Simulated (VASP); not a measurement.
A run of VASP 6.6.1 is set up as follows.

INCAR

```
PREC = Accurate
ENCUT = 520
EDIFF = 1E-7
ISMEAR = 0
SIGMA = 0.02
LREAL = F
LASPH = T
NELM = 100
ALGO = Normal
ISIF = 3
LWAVE = F
LCHARG = F
GGA = PE
IBRION = 2
NSW = 80
EDIFFG = -0.002
KPAR = 4
```

Contents of KPOINTS:

```
regular mesh
0
Gamma
  8 8 8
```

POSCAR

```
CdTe
1.0
    0.0000000000      3.2050000000      3.2050000000
    3.2050000000      0.0000000000      3.2050000000
    3.2050000000      3.2050000000      0.0000000000
Cd Te
1 1
Direct
    0.0000000000      0.0000000000      0.0000000000
    0.2500000000      0.2500000000      0.2500000000
```

Potentials or basis: VASP PAW PBE potentials, release 64 (Cd, Te).

Run with:

```sh
$ cat potpaw_PBE.64/Cd/POTCAR potpaw_PBE.64/Te/POTCAR > POTCAR
$ mpirun -np 4 vasp_std > vasp.out
```

Problem. Estimate the relaxed volume.

Solution. 36.33 Å³/atom.

Problem. What does it give for the relaxed cell?

Solution. a = 4.684 Å, b = 4.684 Å, c = 4.684 Å, α = 60.00°, β = 60.00°, γ = 60.00°.

Problem. What does it give for the space group after relaxing (to 0.05 Å)?

Solution. F-43m (No. 216).

Final structure:
```
Cd Te
1.0
     0.00000    3.31191    3.31191
     3.31191    0.00000    3.31191
     3.31191    3.31191    0.00000
Cd Te
1 1
Direct
  0.00000 0.00000 0.00000
  0.25000 0.25000 0.25000
```

Caveat: the volume moved by +10 % from the deposited cell, more than functionals usually miss. PBE usually gives volumes a little too large and moduli too small.
